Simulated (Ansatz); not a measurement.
**How settings move the results for Sc**

```xyz
1
Lattice="0.0000 2.2705 2.2705 2.2705 0.0000 2.2705 2.2705 2.2705 0.0000" Properties=species:S:1:pos:R:3 pbc="T T T"
Sc    0.0000    0.0000    0.0000
```

The cell is COD entry 9008483, as deposited and not checked against the literature; nothing was relaxed.

Spin polarisation is left out, and whether a magnetic state lies lower isn't shown here.

All numbers below come from DFT, PBE, all-electron LAPW, scalar-relativistic (Ansatz 0.2.0).

Numerical set-up: a Γ-centred 12×12×12 k mesh, Fermi–Dirac smearing of 0.03 eV, basis error target 0.25 meV/atom, no spin polarisation. One setting is then changed at a time.

```json
{"filling": "Fermi–Dirac 0.03 eV (base)", "energy at zero smearing less the base's (meV/atom)": "0.0", "P (GPa)": "2.95", "cutoff chosen (eV)": "200"}
{"filling": "tetrahedron", "energy at zero smearing less the base's (meV/atom)": "0.6", "P (GPa)": "–", "cutoff chosen (eV)": "200"}
{"filling": "cold 0.15 eV", "energy at zero smearing less the base's (meV/atom)": "?", "P (GPa)": "2.86", "cutoff chosen (eV)": "200"}
{"filling": "Gaussian 0.05 eV", "energy at zero smearing less the base's (meV/atom)": "-0.3", "P (GPa)": "2.96", "cutoff chosen (eV)": "200"}
{"filling": "Fermi–Dirac 0.15 eV", "energy at zero smearing less the base's (meV/atom)": "?", "P (GPa)": "3.44", "cutoff chosen (eV)": "200"}
{"filling": "Methfessel–Paxton 0.2 eV", "energy at zero smearing less the base's (meV/atom)": "0.6", "P (GPa)": "2.86", "cutoff chosen (eV)": "200"}
```

(1) Give the missing entry: row "cold 0.15 eV", column "energy at zero smearing less the base's (meV/atom)".

(2) Give the missing entry: row "Fermi–Dirac 0.15 eV", column "energy at zero smearing less the base's (meV/atom)".

Answers

(1) 1.0.

(2) -1.1.
